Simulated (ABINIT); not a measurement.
Here is an ABINIT 10.8.3 (patched build) calculation.

run.abi

```
# Datasets: one volume each
ndtset 7
getwfk -1
scalecart1 3*0.9795861087
scalecart2 3*0.9864848297
scalecart3 3*0.9932883884
scalecart4 3*1.0000000000
scalecart5 3*1.0066227096
scalecart6 3*1.0131594038
scalecart7 3*1.0196128224

# Pseudopotentials
pp_dirpath "./"
pseudos "As.GGA_PBE-JTH.xml, B.GGA_PBE-JTH.xml"

# Structure
acell 3*1.0 Angstrom
rprim
     0.0000000000     2.3885000000     2.3885000000
     2.3885000000     0.0000000000     2.3885000000
     2.3885000000     2.3885000000     0.0000000000
ntypat 2
znucl 33 5
natom 2
typat 1 2
xred
     0.7500000000     0.7500000000     0.7500000000
     0.0000000000     0.0000000000     0.0000000000

# Plane-wave basis
ecut 15.0
pawecutdg 30.0

# k points
kptopt 1
ngkpt 10 10 10
nshiftk 1
shiftk 0.0 0.0 0.0

# Exchange and correlation
ixc -150130

# Bands and occupations
nband 13
occopt 3
tsmear 0.00183747

# SCF cycle
nstep 100
tolvrs 1.0e-9

# Output
iomode 3
prtwf 1
prtden 0
prteig 0
prtebands 0
enunit 2
```

Potentials or basis: JTH PAW PBE v2.0.

The run is started by

```bash
$ abinit run.abi > log 2>&1
```

Question: What does it give for the bulk modulus?

Answer: 144 GPa.

Question: Predict the pressure derivative of the bulk modulus.

Answer: 4.1.

Energy against volume, from the lowest point:
```tsv
volume (Å³/atom)	energy (meV/atom)
12.809	15.01
13.081	4.66
13.354	0.00
13.626	0.51
13.899	5.71
14.171	15.06
14.444	28.24
```

Caveat: pressures at fixed basis lie under the slope of the energies; the PAW data sets were made with another functional, which shifts forces and pressure a little.

**The experiment to reproduce.**

From “Basic Physical Properties of Cubic Boron Arsenide”, 2019, arxiv:1911.11281, for a bulk crystal of BAs: bulk modulus 148 GPa.

A measured bulk modulus of BAs is 148 GPa (quoted in “Basic Physical Properties of Cubic Boron Arsenide”, 2019, arxiv:1911.11281); the calculated 144 GPa misses it by -2.8 %. The fit is for a static lattice scaled at fixed shape and fixed fractional positions.
